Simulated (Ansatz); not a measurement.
# SiC: the cost of one run

Method: DFT PBE, scalar-relativistic, plane waves, PAW, in Ansatz 0.2.0.

The COD entry's cell or inner coordinates are ideal or old and differ from later refinements, so a difference from it is no clean test against experiment.

1 further run of the same task is left out (set aside as unsound or not needed).

## (1) The system as given

The structure is cubic, space group F-43m (No. 216). The conventional cell has a = 4.380 Å, b = 4.380 Å, c = 4.380 Å, α = 90.00°, β = 90.00°, γ = 90.00°. Si (site symmetry -43m) has 4 C at 1.90 Å as nearest neighbours. C (site symmetry -43m) is surrounded by 4 Si at 1.90 Å.

Structure file:

```xyz
2
Lattice="0.0000 2.1899 2.1899 2.1899 0.0000 2.1899 2.1899 2.1899 0.0000" Properties=species:S:1:pos:R:3 pbc="T T T"
Si    0.0000    0.0000    0.0000
C     3.2848    3.2848    3.2848
```

It is the result of an earlier relaxation at this level (volume 10.50 Å³/atom; gap on the mesh: 1.37 eV).

## (2) Phonons at Γ, at rest

Contents of input.yaml:

```yaml
crystal:
  lattice:
    - [0.0, 2.1898640989, 2.1898640989]
    - [2.1898640989, 0.0, 2.1898640989]
    - [2.1898640989, 2.1898640989, 0.0]
  atoms:
    - { symbol: Si, position: [0.0, 0.0, 0.0] }
    - { symbol: C, position: [0.75, 0.75, 0.75] }
basis:
  ecutwfc: 420
kpoints:
  mp_grid: { grid: [12, 12, 12] }
hamiltonian:
  xc: pbe
scf:
  occupations: { method: fixed }
output:
  eigenvalues: true
phonons:
  method: dfpt
  dielectric: true
  rigid_motions: translations
  eigenvectors: true
```

Started as:

```
> ansatz run input.yaml --threads 1 --pin off --max-ram 3072MiB --backend cpu --events-out ev --progress --plain --runs-dir out
```

**Question.** How long does this run take on 1 thread of Intel Xeon Platinum 8488C (Sapphire Rapids), shared host, and how much memory does it need?

About 24 s, with a peak of 0.6 GiB.
